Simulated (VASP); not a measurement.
**Results of a VASP single-point calculation on LiF (strained rocksalt)**

POSCAR

```
Li F
 1.0000000000000000
     0.0000000000000000    1.9948717434000001    1.9948717434000001
     2.0120276403999999    0.0000000000000000    1.9948717434000001
     2.0120276403999999    1.9948717434000001    0.0000000000000000
 Li  F
   1   1
Cartesian
  0.0000000000000000  0.0000000000000000  0.0000000000000000
  2.0120276403999995  1.9948717434000001  1.9948717434000001
```

```yaml
gap_between_bands_v_and_c: 10.46 eV
least_direct_gap: 10.46 eV
```

Band v is the last that the valence electrons fill when counted band by band, and c is the next. Levels in eV from the top of v:

| point | v−1 | v | c | c+1 |
| --- | --- | --- | --- | --- |
| Γ | -0.02 | 0.00 | 10.46 | 25.62 |
| X | -1.09 | -1.03 | 16.30 | 17.49 |
| K | -1.61 | -0.79 | 15.74 | 16.36 |
| L | -0.27 | -0.25 | 11.93 | 18.38 |
| W | -2.17 | -0.82 | 16.45 | 16.45 |

Q: Which of these levels of theory gave these results?
A. HSE06
B. PBE0
C. PBEsol
D. PBE
E. r²SCAN
F. PBE with spin–orbit coupling
G. LDA

A: E.

The INCAR was:

```
EDIFF = 1E-7
METAGGA = R2SCAN
LCHARG = .FALSE.
NSW = 0
ISIF = 2
LASPH = .TRUE.
IBRION = -1
SIGMA = 0.01
NELM = 120
LREAL = .FALSE.
LWAVE = .FALSE.
PREC = Accurate
ISMEAR = 0
ALGO = Normal
NBANDS = 12
ENCUT = 520
```
